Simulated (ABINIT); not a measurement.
Crystal: Al.

```xyz
1
Lattice="0.0000 2.0248 2.0248 2.0248 0.0000 2.0248 2.0248 2.0248 0.0000" Properties=species:S:1:pos:R:3 pbc="T T T"
Al    0.0000    0.0000    0.0000
```

* Program: ABINIT 10.8.3 (patched build)
* Task: relaxation of cell and atoms
* Functional: PBEsol
* Potentials or basis: PseudoDojo NC SR PBEsol v0.4.1 standard
* Cutoff: 435 eV
* k mesh: 8 × 8 × 8
* Occupations: fermi-dirac, width 0.05 eV
* Spin: no spin polarisation

At the start: pressure -2.0 GPa; volume 16.60 Å³/atom.

Q: How do energy, volume and symmetry change on relaxing?

A: Over 4 steps the energy falls by 2.5 meV/atom and the volume is 16.21 Å³/atom (-2.4 %); space group Fm-3m (No. 225, to 0.05 Å).

The path:
```tsv
step	energy change (eV)	largest force (eV/Å)	pressure (GPa)	volume (Å³)
1	0.0000	0.0000	-1.96	16.60
2	-0.0011	0.0000	-1.50	16.50
3	-0.0025	0.0000	0.10	16.19
4	-0.0025	0.0000	0.00	16.21
```

Final structure:
```xyz
1
Lattice="0.0000 2.0088 2.0088 2.0088 0.0000 2.0088 2.0088 2.0088 0.0000" Properties=species:S:1:pos:R:3 pbc="T T T"
Al    0.0000    0.0000    0.0000
```

The cell as given is a measured one (16.60 Å³/atom); PBEsol puts the equilibrium volume -2.4 % from it, thermal expansion not counted.
